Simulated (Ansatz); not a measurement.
Ga:

```
Ga
1.0
    -1.38440    1.38440    2.31122
     1.38440   -1.38440    2.31122
     1.38440    1.38440   -2.31122
Ga
1
Direct
  0.00000 0.00000 0.00000
```

This isn't the form of Ga at room conditions, which is orthorhombic.

Base run:

```yaml
Program: Ansatz 0.2.0
Functional: PBEsol
Potentials_or_basis: all-electron LAPW, scalar-relativistic
Cutoff: 238 eV
Density_cutoff: 951 eV
Basis_error_allowed: 0.001 eV/atom
k_mesh: 13 × 13 × 13
Occupations: fermi-dirac, width 0.05 eV
Spin: no spin polarisation
```

Its results: pressure -0.3 GPa.

Problem. The run is repeated on the same cell with these changes: k mesh from 13 × 13 × 13 to 10 × 10 × 10. What comes out?

Solution. Pressure 0.2 GPa.

Caveats: the k mesh is thin for a metal, which can move the energy by tens of meV per atom (some runs).

Not every run made on this cell is shown here.
